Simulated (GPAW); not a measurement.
# TiO2 (C2/m) in GPAW: a series of runs

The runs below take TiO2 through single point, with LDA, PBE.

All numbers are computed with GPAW 26.7.0; they aren't measurements. Logs are shortened: lines on timing, memory, paths and dates and some standing lists are left out, and cuts for length are marked. The log counts tension as positive stress, the text compression.

### Step 1. Starting point

It takes space group C2/m (No. 12, monoclinic). The conventional cell has a = 12.307 Å, b = 3.767 Å, c = 6.616 Å, α = 90.00°, β = 106.95°, γ = 90.00°. Ti (site symmetry m) has 4 O at 1.86 to 1.94 Å as nearest neighbours. Ti (site symmetry m) has 5 O at 1.78 to 2.03 Å as nearest neighbours. O (site symmetry m) is surrounded by 3 Ti at 1.94 to 2.03 Å. O (site symmetry m) has 3 Ti at 1.96 to 2.16 Å as nearest neighbours. Around O (site symmetry m) lie 2 Ti at 1.78 to 1.87 Å. Around O (site symmetry m) lie 2 Ti at 1.86 to 1.93 Å.

The cell comes from a database or a generator and needn't be the stable form of this composition.

### Step 2. Single point, LDA

run.py

```python
from ase import Atoms
from ase.dft.bandgap import bandgap
from ase.io import write
from ase.units import GPa
from gpaw import GPAW, PW

atoms = Atoms(['Ti', 'Ti', 'Ti', 'Ti', 'O', 'O', 'O', 'O', 'O', 'O', 'O', 'O'],
              cell=[[6.1535771931, -1.8834685, 0.0],
                    [6.1535771931, 1.8834685, 0.0],
                    [-1.9283261078, 0.0, 6.3289668713]],
              scaled_positions=[[0.900071, 0.900071, 0.289602],
                                [0.195286, 0.195286, 0.283762],
                                [0.099929, 0.099929, 0.710398],
                                [0.804714, 0.804714, 0.716238],
                                [0.361931, 0.361931, 0.293397],
                                [0.2634885, 0.2634885, 0.6525],
                                [0.8671885, 0.8671885, 0.995291],
                                [0.7365115, 0.7365115, 0.3475],
                                [0.9416475, 0.9416475, 0.630021],
                                [0.1328115, 0.1328115, 0.004709],
                                [0.638069, 0.638069, 0.706603],
                                [0.0583525, 0.0583525, 0.369979]],
              pbc=True)

calc = GPAW(mode=PW(600),
            xc='LDA',
            kpts={'size': (3, 3, 2), 'gamma': True},
            occupations={'name': 'fermi-dirac', 'width': 0.05},
            nbands=82,
            maxiter=120,
            txt='gpaw.txt')
atoms.calc = calc
energy = atoms.get_potential_energy()
forces = atoms.get_forces()
stress = atoms.get_stress()
calc.write('gs.gpw')
write('result.traj', atoms)
print(f'Energy: {energy:.6f} eV')
print('Forces (eV/A):')
print(forces.round(4))
print('Stress (GPa):', (stress / GPa).round(3))
print('Fermi level:', round(calc.get_fermi_level(), 4), 'eV')
print(f'Gap: {bandgap(calc)[0]:.4f} eV, direct: {bandgap(calc, direct=True)[0]:.4f} eV')
```

Potentials or basis: the program's PAW data sets (release 1.2.1) made for this functional, pw.

On the command line:

```bash
$ OMP_NUM_THREADS=1 python run.py
```

gpaw.txt:

```text
__  _  _
 | _ |_)|_||  |
 |__||  | ||/\| - 26.7.0

Input parameters:
  mode=PW(ecut=600.0),
  kpts=MonkhorstPack(size=(3, 3, 2), gamma=True),
  maxiter=120,
  nbands=82,
  occupations=Occupations(name='fermi-dirac', width=0.05),
  xc=XC(name='LDA')

Diagonalizing LCAO Hamiltonian
Converting LCAO to pw mode

                             O

       Ti   O          O    Ti   O

       O    Ti   O          O    Ti

           O

Atoms  # Å, Bohr magnetons
|    | symbol |         x |         y |        z |    initial magnetic moments |
|----|--------|-----------|-----------|----------|-----------------------------|
|  0 |     Ti | 10.518866 |  0.000000 | 1.832881 | ( 0.0000,  0.0000,  0.0000) |
|  1 |     Ti |  1.856229 | -0.000000 | 1.795920 | ( 0.0000,  0.0000,  0.0000) |
|  2 |     Ti | -0.140037 | -0.000000 | 4.496085 | ( 0.0000,  0.0000,  0.0000) |
|  3 |     Ti |  8.522599 | -0.000000 | 4.533047 | ( 0.0000,  0.0000,  0.0000) |
|  4 |      O |  3.888576 |  0.000000 | 1.856900 | ( 0.0000,  0.0000,  0.0000) |
|  5 |      O |  1.984561 | -0.000000 | 4.129651 | ( 0.0000,  0.0000,  0.0000) |
|  6 |      O |  8.753377 |  0.000000 | 6.299164 | ( 0.0000,  0.0000,  0.0000) |
|  7 |      O |  8.394267 |  0.000000 | 2.199316 | ( 0.0000,  0.0000,  0.0000) |
|  8 |      O | 10.374115 | -0.000000 | 3.987382 | ( 0.0000,  0.0000,  0.0000) |
|  9 |      O |  1.625451 | -0.000000 | 0.029803 | ( 0.0000,  0.0000,  0.0000) |
| 10 |      O |  6.490253 |  0.000000 | 4.472067 | ( 0.0000,  0.0000,  0.0000) |
| 11 |      O |  0.004713 | -0.000000 | 2.341585 | ( 0.0000,  0.0000,  0.0000) |

Unit cell  # Å
| periodic |         x |         y |        z |  lengths |     angles |
|----------|-----------|-----------|----------|----------|------------|
|      yes |  6.153577 | -1.883468 | 0.000000 | 6.435368 | 106.182185 |
|      yes |  6.153577 |  1.883468 | 0.000000 | 6.435368 | 106.182185 |
|      yes | -1.928326 |  0.000000 | 6.328967 | 6.616212 |  34.036290 |

Number of symmetries: 4
Symmetry operations  # r_c * U_cc + t_c -> r_c
|   | kind |            matrix            |
|---|------|------------------------------|
| 0 |  E   |  1, 0, 0,  0, 1, 0,  0, 0, 1 |
| 1 |  σ   |  0, 1, 0,  1, 0, 0,  0, 0, 1 |
| 2 |  C2  |  0,-1, 0, -1, 0, 0,  0, 0,-1 |
| 3 |  i   | -1, 0, 0,  0,-1, 0,  0, 0,-1 |

BZ-sampling:
  Number of BZ points: 18
  Number of IBZ points: 8

  Monkhorst-Pack size: [3, 3, 2]
  Monkhorst-Pack shift: [0.0, 0.0, 0.25]

K-points  # in reciprocal-cell coordinates
|   |                                coordinates |     weight |
|---|--------------------------------------------|------------|
| 0 | (  0.00000000,   0.00000000,   0.00000000) | 0.05555556 |
| 1 | (  0.00000000,   0.00000000,   0.50000000) | 0.05555556 |
| 2 | (  0.33333333,  -0.33333333,   0.00000000) | 0.11111111 |
| 3 | (  0.33333333,  -0.33333333,   0.50000000) | 0.11111111 |
| 4 | (  0.33333333,   0.00000000,   0.00000000) | 0.22222222 |
| 5 | (  0.33333333,   0.00000000,   0.50000000) | 0.22222222 |
| 6 | (  0.33333333,   0.33333333,   0.00000000) | 0.11111111 |
| 7 | (  0.33333333,   0.33333333,   0.50000000) | 0.11111111 |

Plane wave coefficients: 4918
Cutoff: 600.0 eV

Spin-components: 1 (collinear spins)
Bands:           82
Projectors:      64
Spin-degeneracy: 2
Datatype:        complex128

Parallelization:
  kpt:    1
  domain: 1
  band:   1

Density:
  Valence electrons: 96.0
  Components: 1
  Grid points: [40 40 40]
  Charge: 0.0  # |e|

Potential:
  Grid points: [40 40 40]

species:
  Ti:
    name:    Titanium
    Z:       22.0
    valence: 12
    core:    10
    charge:  0.0  # [|e|]
    compensation charges:
      type: gauss
      rc: 0.38  # [Å]
      lmax: 2
    cutoffs:
      filter: 2.23  # [Å]
      core: 1.02  # [Å]
    projectors
    | kind |    occ | energy [eV] | rcut [Å] |
    |------|--------|-------------|----------|
    |   3s |  2.000 |     -62.257 |    1.270 |
    |   4s |  2.000 |      -4.593 |    1.270 |
    |   3p |  6.000 |     -38.791 |    1.058 |
    |   4p |  0.000 |      -1.536 |    1.058 |
    |   3d |  2.000 |      -4.463 |    1.058 |
    |    d |        |      22.748 |    1.058 |

    Using partial waves for Ti as LCAO basis

  O:
    name:    Oxygen
    Z:       8.0
    valence: 6
    core:    2
    charge:  0.0  # [|e|]
    compensation charges:
      type: gauss
      rc: 0.21  # [Å]
      lmax: 2
    cutoffs:
      filter: 1.17  # [Å]
      core: 0.83  # [Å]
    projectors
    | kind |    occ | energy [eV] | rcut [Å] |
    |------|--------|-------------|----------|
    |   2s |  2.000 |     -23.752 |    0.688 |
    |   2p |  4.000 |      -9.195 |    0.598 |
    |    s |        |       3.459 |    0.688 |
    |    p |        |      18.016 |    0.598 |
    |    d |        |       0.000 |    0.619 |

    Using partial waves for O as LCAO basis

Reference energy: -108919.060784  # eV

eigensolver:
  PPCG
  Converge bands: occupied
  niter=2

density mixing:
  MSR1-Mixer
  Pratt-step length: 0.05
  Maximum mixing coefficient: 0.75
  Old densities: 10
  SVD Regularization: 0.005
  Good broyden scale: 1.0
  Trust region scale: 1.0
  Backstep threshold: 4.0
  History deletion threshold: 6.0
  Fourier metric: weight=20.0, sigma=0.015

occupation numbers:
  Fermi-Dirac:
    width: 0.0500  # eV

poisson solver:
  ecut: 4800.0  # eV

xc functional:
  name: None

convergence criteria:
- Maximum [total energy] change in last 3 cyles: 0.0005 eV / valence electron
- Maximum integral of absolute [dens]ity change: 0.0001 electrons / valence electron
- Maximum integral of absolute [eigenst]ate change: 4e-08 eV^2 / valence electron
maximum number of iterations: 120

SCF iterations
|iter     | |      energy | eigst |  dens |
|---------|-|-------------|-------|-------|
|iter:   1| | -131.773458 | +0.03 |       |
|iter:   2| | -125.903970 | -1.44 | -0.79 |
|iter:   3| | -115.158683 | -0.44 | -0.86 |
|iter:   4| | -114.390747 | -1.69 | -1.34 |
|iter:   5| | -114.232046 | -2.29 | -1.57 |
|iter:   6| | -114.193778 | -2.72 | -1.89 |
|iter:   7| | -114.173652 | -3.40 | -2.24 |
|iter:   8| | -114.172456c| -4.37 | -2.81 |
|iter:   9| | -114.172440c| -5.17 | -3.13 |
|iter:  10| | -114.172402c| -5.78 | -3.52 |
|iter:  11| | -114.172399c| -6.78 | -4.02c|
|iter:  12| | -114.172399c| -7.47c| -4.45c|

Converged in 12 steps
Energy contributions relative to reference atoms: (reference = -108919.060784)

Energy contributions:
  Kinetic:          84.820037
  Coulomb:        -108.814785
  Zero:              1.705023
  External:          0.000000
  Xc:              -91.882674
  Entropy:          -0.000000
  Spinorbit:         0.000000
  ----------------------------
  Free energy:    -114.172399
  Extrapolated:   -114.172399

dipole moment: (0.000011, -0.000000, 0.000007)  # |e|*Ang

Fermi level: 3.911
Eigenvalues  # (at kpt = [0.000, 0.000, 0.000])
| band index |      eig [eV] | occ [0-2] |
|------------|---------------|-----------|
|          0 |       -52.694 |     2.000 |
|        ... |               |           |
|         40 |         1.556 |     2.000 |
|         41 |         1.593 |     2.000 |
|         42 |         1.907 |     2.000 |
|         43 |         1.909 |     2.000 |
|         44 |         2.037 |     2.000 |
|         45 |         2.045 |     2.000 |
[... 8 lines left out ...]
|         54 |         7.120 |     0.000 |
|         55 |         7.272 |     0.000 |
|        ... |               |           |
|         81 |        20.066 |     0.000 |

Gap: 2.689 eV
Transition (v -> c):
  (s=0, k=3, n=47, [0.33, -0.33, 0.50]) -> (s=0, k=0, n=48, [0.00, 0.00, 0.00])
Direct/indirect transitions are different
Direct gap: 2.864 eV
Transition at: (s=0, k=0, n=47, [0.00, 0.00, 0.00])

Forces  # eV/Ang
|        x |        y |        z |
|----------|----------|----------|
| -0.07186 |  0.00000 | -0.01125 |  # Ti   0
|  0.05067 |  0.00000 | -0.12456 |  # Ti   1
|  0.07186 |  0.00000 |  0.01125 |  # Ti   2
| -0.05067 |  0.00000 |  0.12456 |  # Ti   3
| -0.14375 |  0.00000 | -0.03197 |  # O    4
| -0.08937 |  0.00000 | -0.00802 |  # O    5
| -0.18523 | -0.00000 | -0.07009 |  # O    6
|  0.08937 |  0.00000 |  0.00802 |  # O    7
|  0.05377 |  0.00000 | -0.06656 |  # O    8
|  0.18523 |  0.00000 |  0.07009 |  # O    9
|  0.14375 |  0.00000 |  0.03197 |  # O   10
| -0.05377 |  0.00000 |  0.06656 |  # O   11

Stress tensor  # eV/Ang^3
|         x |         y |         z |
|-----------|-----------|-----------|
|  0.101820 | -0.000000 |  0.000451 |
| -0.000000 |  0.100950 | -0.000000 |
|  0.000451 | -0.000000 |  0.104283 |

# Writing to gs.gpw (mode='')
```

It took 2.4 min on 1 thread of Arm Neoverse V1, shared host; peak memory 0.36 GiB.

The run converged, but some of its settings lie outside the range that counts as converged, so its numbers aren't taken as properties of the crystal.

Results:

- Free energy: -114.1724 eV
- Pressure: -16.4 GPa
- Largest force: 0.198 eV/Å
- Band gap on the k mesh: 2.69 eV, indirect (least direct gap 2.86 eV)

Caveat: the k mesh is coarse (spacing up to 0.58 Å⁻¹), so the values aren't converged; the cutoff is short for stress and forces, so pressures can be off by a GPa or more; an odd mesh through Γ misses points on the zone boundary, where band edges often lie; the program warned that so skewed a cell can give wrong results.

(Part 1 of 2 ends here.)
